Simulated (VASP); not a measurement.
All values below come from vdW-DF2, VASP's PBE PAW potentials (set 64) (plane waves; VASP).

VASP ran on this input.

KPOINTS:
```
Automatic mesh
0
Gamma
6 6 6
0 0 0
```

### INCAR
```
SYSTEM = CsBr
PREC = Accurate
ENCUT = 520
EDIFF = 1E-6
NELM = 100
ALGO = Normal
LREAL = .FALSE.
LASPH = .TRUE.
ISMEAR = 0
SIGMA = 0.05
GGA = ML
ZAB_VDW = -1.8867
LUSE_VDW = .TRUE.
AGGAC = 0.0
LMAXMIX = 4
LWAVE = .FALSE.
LCHARG = .FALSE.
IBRION = 2
ISIF = 3
NSW = 60
EDIFFG = -0.01
```

POSCAR:
```
CsBr
1
    4.2900000000     0.0000000000     0.0000000000
    0.0000000000     4.2900000000     0.0000000000
    0.0000000000     0.0000000000     4.2900000000
Cs Br
1 1
Direct
  0.0000000000   0.0000000000   0.0000000000
  0.5000000000   0.5000000000   0.5000000000
```

POTCAR, in this order: Cs_sv Br (PBE.64 set). Program: vasp_std.

Output of the run:

**OSZICAR**
```
       N       E                     dE             d eps       ncg     rms          rms(c)
DAV:   1     0.997639243620E+02    0.99764E+02   -0.65353E+03   480   0.111E+03
DAV:   2     0.439810614911E+01   -0.95366E+02   -0.89881E+02   748   0.182E+02
DAV:   3    -0.223236815807E+01   -0.66305E+01   -0.66141E+01   600   0.554E+01
DAV:   4    -0.229375093345E+01   -0.61383E-01   -0.61368E-01   548   0.641E+00
DAV:   5    -0.229426969086E+01   -0.51876E-03   -0.51869E-03   604   0.575E-01    0.190E+00
DAV:   6    -0.200257352655E+01    0.29170E+00   -0.48151E-01   544   0.381E+00    0.103E+00
DAV:   7    -0.194785018122E+01    0.54723E-01   -0.19778E-01   628   0.260E+00    0.567E-01
DAV:   8    -0.194305327034E+01    0.47969E-02   -0.13346E-02   556   0.100E+00    0.976E-02
DAV:   9    -0.194268616501E+01    0.36711E-03   -0.19221E-03   632   0.330E-01    0.684E-02
DAV:  10    -0.194276310058E+01   -0.76936E-04   -0.15567E-04   536   0.140E-01    0.112E-02
DAV:  11    -0.194277342156E+01   -0.10321E-04   -0.15943E-05   588   0.496E-02    0.257E-03
DAV:  12    -0.194277409042E+01   -0.66886E-06   -0.20907E-06   516   0.142E-02
   1 F= -.19427741E+01 E0= -.19427741E+01  d E =-.194277E+01
       N       E                     dE             d eps       ncg     rms          rms(c)
DAV:   1    -0.226834106803E+01   -0.32557E+00   -0.54865E+00   480   0.147E+01    0.240E+00
DAV:   2    -0.202266010834E+01    0.24568E+00   -0.41219E-01   496   0.378E+00    0.954E-01
DAV:   3    -0.197262195785E+01    0.50038E-01   -0.15874E-01   484   0.232E+00    0.320E-01
DAV:   4    -0.197052792683E+01    0.20940E-02   -0.54204E-03   520   0.478E-01    0.110E-01
DAV:   5    -0.197039848990E+01    0.12944E-03   -0.35428E-04   552   0.134E-01    0.597E-02
DAV:   6    -0.197037420252E+01    0.24287E-04   -0.36359E-05   524   0.553E-02    0.139E-02
DAV:   7    -0.197037228618E+01    0.19163E-05   -0.68565E-06   560   0.132E-02    0.559E-03
DAV:   8    -0.197037447838E+01   -0.21922E-05   -0.10970E-06   288   0.864E-03    0.104E-03
DAV:   9    -0.197037435363E+01    0.12474E-06   -0.15919E-07   260   0.304E-03
   2 F= -.19703744E+01 E0= -.19703744E+01  d E =-.276003E-01
       N       E                     dE             d eps       ncg     rms          rms(c)
DAV:   1    -0.205508539414E+01   -0.84711E-01   -0.14994E+00   480   0.774E+00    0.126E+00
DAV:   2    -0.198742610003E+01    0.67659E-01   -0.11524E-01   492   0.197E+00    0.494E-01
DAV:   3    -0.197405732409E+01    0.13369E-01   -0.42268E-02   492   0.119E+00    0.167E-01
DAV:   4    -0.197344391928E+01    0.61340E-03   -0.15606E-03   524   0.255E-01    0.563E-02
DAV:   5    -0.197340751021E+01    0.36409E-04   -0.11475E-04   536   0.721E-02    0.303E-02
DAV:   6    -0.197339778592E+01    0.97243E-05   -0.92149E-06   520   0.264E-02    0.738E-03
DAV:   7    -0.197339739331E+01    0.39261E-06   -0.26526E-06   492   0.770E-03
   3 F= -.19733974E+01 E0= -.19733974E+01  d E =-.306233E-01
```

### OUTCAR
```
------------------------ aborting loop because EDIFF is reached ----------------------------------------
  FORCE on cell =-STRESS in cart. coord.  units (eV):
  Direction    XX          YY          ZZ          XY          YZ          ZX
  --------------------------------------------------------------------------------------
  Total       -0.0190889     -0.0190889     -0.0190889      0.0000000     -0.0000000     -0.0000000
  in kB       -0.3560310     -0.3560310     -0.3560310      0.0000000     -0.0000000     -0.0000000
  external PRESSURE =      -0.3560310 kB  Pullay stress =       0.0000000 kB
  volume of cell :       85.90
      direct lattice vectors                 reciprocal lattice vectors
     4.412329767 -0.000000000  0.000000000     0.226637639 -0.000000000 -0.000000000
     0.000000000  4.412329767  0.000000000     0.000000000  0.226637639 -0.000000000
     0.000000000  0.000000000  4.412329767    -0.000000000  0.000000000  0.226637639
 POSITION                                       TOTAL-FORCE (eV/Angst)
 -----------------------------------------------------------------------------------
      0.00000      0.00000      0.00000        -0.000000     -0.000000      0.000000
      2.20616      2.20616      2.20616         0.000000      0.000000      0.000000
 -----------------------------------------------------------------------------------
    total drift:                                0.000000      0.000000     -0.000000
  FREE ENERGIE OF THE ION-ELECTRON SYSTEM (eV)
  ---------------------------------------------------
  free  energy   TOTEN  =        -1.9733973933 eV

  energy  without entropy=       -1.9733973933  energy(sigma->0) =       -1.97339739

 reached required accuracy - stopping structural energy minimisation
```
(Selected blocks of OUTCAR.)

File CONTCAR:
```
CsBr
   1.00000000000000
     4.4123297667034365   -0.0000000000000000    0.0000000000000000
     0.0000000000000000    4.4123297667034365    0.0000000000000000
     0.0000000000000000    0.0000000000000000    4.4123297667034365
  Cs              Br
     1     1
Direct
     0.0000000000000000    0.0000000000000000    0.0000000000000000
     0.5000000000000000    0.5000000000000000    0.5000000000000000
```

Energy and stress use the plane-wave basis of the starting cell.

The compound is CsBr in the CsCl type structure. This run relaxes it. Symmetry was kept, so distortions that lower it aren't found.
